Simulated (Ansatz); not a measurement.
input.yaml for Al (Ansatz 0.2.0)

```yaml
crystal:
  lattice:
    - [0.0, 2.1218872054, 2.1218872054]
    - [2.1218872054, 0.0, 2.1218872054]
    - [2.1218872054, 2.1218872054, 0.0]
  atoms:
    - { symbol: Al, position: [0.0, 0.0, 0.0] }
basis:
  ecutwfc: "37 Ry"
  ecutrho_ratio: 12
  xc_grid: 2
kpoints:
  mp_grid: { grid: [2, 2, 2], shift: [0.5, 0.5, 0] }
hamiltonian:
  xc: lda
  dispersion: d3bj
scf:
  occupations: { method: gaussian, width: 0.3 }
  lower_state_search: "off"
  mixing: { beta: 0.1, ndim: 12, preconditioner: ldos }
  initial_density: { chi_scale: 0, normalization: atom }
  max_iter: 95
output:
  forces: true
  stress: true
  eigenvalues: true
```

Command:

```bash
ansatz run input.yaml --threads 1 --pin off --max-ram 1331MiB --backend cpu --events-out ev --progress --plain --runs-dir out
```

Output, shortened (HF is the Harris–Foulkes energy, dr2 the density residual in eV):

```text
Warning: crystal.symmetry: narrowed to the stabiliser of the k-point mesh — unitary ops 48 → 16; excluded 32 operations that carry a point of the 2×2×2 mesh (shift [0.5, 0.5, 0]) off the mesh (the run samples exactly the mesh kpoints.mp_grid names, as under crystal.symmetry.detect: false, and its converged state has the mesh's symmetry, not the crystal's …
Warning: the engine holds no damping parameters fitted to this dispersion correction and functional, so the run takes those fitted to pbe (hamiltonian.dispersion, under Limitations)
Pseudopotential: Al, paw, valence charge 3, recommended cutoff 420 eV (normal)
Crystal: 1 atom, lattice volume = 19.107 Å³
Basis set: ecut = 503.4106 eV, 531 PW (Γ), exchange–correlation on 80×80×80 points (8 copies of the dense FFT grid, shifted against one another)
Bands: 6, of which v1, the nominal top of the filled ones, is band 2 counted from 1 (1 counted from 0)
Symmetry: 16 space group operations
k-points: 3 of 8
PAW frozen core: Al, regenerated for the run's functional, and the local potential with it (the file was generated under x = pbe(κ = 0.804, μ = 0.2195), c = pbe(β = 0.0667))
Initial density: superposition of atomic densities
SCF iter   1: HF=-511.683470 eV  Δρ=1.89e-2  dr2=7.43e-2
SCF iter   2: HF=-511.676986 eV  Δρ=1.72e-2  dr2=6.15e-2
SCF iter   3: HF=-511.649787 eV  Δρ=2.77e-3  dr2=6.81e-4
SCF iter   4: HF=-511.650390 eV  Δρ=1.02e-3  dr2=1.04e-4
SCF iter   5: HF=-511.650482 eV  Δρ=1.61e-4  dr2=2.53e-6
SCF iter   6: HF=-511.650487 eV  Δρ=2.37e-5  dr2=5.13e-8
SCF iter   7: F=-511.650487 eV  HF=-511.650487 eV  Δρ=1.21e-6  dr2=1.13e-10
SCF 1 converged in 7 iterations: F = -511.650487 eV  dr2 = 1.13e-10
SCF converged after 7 iterations
Free energy (F): -511.650487 eV
E sigma→0 (E₀):  -511.612159 eV
Entropy (-TS):   -0.076656 eV (-76.656 meV/atom)
Fermi energy:    6.654854 eV
--- Forces (eV/Å), atoms counted from 1 ---
  atom   1  Al    -0.00000000     0.00000000     0.00000000
--- Stress (GPa, compression-positive) ---
       17.789867       0.000000       0.000000
        0.000000      17.789867       0.000000
        0.000000       0.000000     -42.078095
  P = ⅓ Tr σ = -2.1661 GPa (-21.661 kbar)
```

The inputs are trials, many of them unsound on purpose. Their numbers show the effect of the settings and aren't properties of the material.